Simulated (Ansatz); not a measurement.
MgSe: all-electron results

```xyz
2
Lattice="0.0000 2.7541 2.7541 2.7541 0.0000 2.7541 2.7541 2.7541 0.0000" Properties=species:S:1:pos:R:3 pbc="T T T"
Mg    0.0000    0.0000    0.0000
Se    2.7541    2.7541    2.7541
```

Atoms are numbered in the order listed.

The cell was built from the rocksalt type and relaxed in the same program, and has space group Fm-3m; it needn't be a known or the stable phase.

All numbers are computed: DFT, PBE, all-electron LAPW, scalar-relativistic (Ansatz 0.2.0); DFT, PBE, PAW with Ansatz's default frozen-core files, scalar-relativistic (Ansatz 0.2.0).

For LAPW: a Γ-centred 11×11×11 k mesh, Fermi–Dirac smearing of 0.03 eV, basis error target 0.25 meV/atom, no spin polarisation. PAW takes a cutoff of 420 eV at this cell. The Ansatz runs share mesh, smearing and spin set-up. Values come from LAPW unless marked.

```json
{
  "Löwdin charges (with 0.16 e of the cell spilling out of the atomic basis, so their sizes and signs hang on that basis)": "Mg1 1.42, Se2 -1.26 e",
  "Bader charges (from the PAW run)": "Mg1 +1.64, Se2 -1.64 e",
  "Pressure at this cell": "0.00 GPa",
  "Volume per atom": "141.0 bohr³"
}
```

Task: Predict this quantity. Band gap.

Result: 1.77 eV, indirect from Γ to X (0.5, 0, 0.5).

Task: Smallest direct gap on the path: what does the calculation give?

Result: 2.40 eV.
